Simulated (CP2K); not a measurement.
## HfN under changes of volume

One of the cells (11.482 Å³/atom); the others are scaled copies at fixed shape and fractional positions:

```xyz
2
Lattice="3.1905 0.0000 0.0000 1.5952 2.7630 0.0000 1.5952 0.9210 2.6050" Properties=species:S:1:pos:R:3 pbc="T T T"
Hf    0.0000    0.0000    0.0000
N     3.1905    1.8420    1.3025
```

| Property | Result |
| --- | --- |
| Program | CP2K 2026.2 |
| Functional | PBE |
| Potentials or basis | POTENTIAL_UZH Hf GTH-PBE-q12, N GTH-PBE-q5; TZVP-MOLOPT-PBE-GTH basis |
| Density cutoff | 6123 eV |
| k mesh | 10 × 10 × 10 |
| Occupations | fermi-dirac, width 0.05 eV |
| Spin | no spin polarisation |

```tsv
volume (Å³/atom)	energy over the lowest point (meV/atom)	pressure (GPa)
10.793	48.64	21.6
11.023	22.96	14.4
11.252	7.07	7.9
11.482	0.00	2.1
11.712	0.88	-3.2
11.941	?	?
12.171	23.39	-12.2
```

Question: What does the run at 11.941 Å³/atom give?

Answer: Energy over the lowest point 8.92 meV/atom; pressure -7.9 GPa.

Worked out: A Birch-Murnaghan fit of order 3 (a polynomial in V^(-2/3)) to the other rows has its minimum at 11.57 Å³/atom with B0 = V·E''(V) = 268 GPa and B' = 4.2. It gives 8.88 meV/atom at 11.941 Å³/atom, against the run's 8.92, and -dE/dV = -7.9 GPa, against -7.9.

Energies are extrapolated to zero smearing.

Caveats: the basis of atomic orbitals isn't converged, which shifts pressures, moduli and gaps.
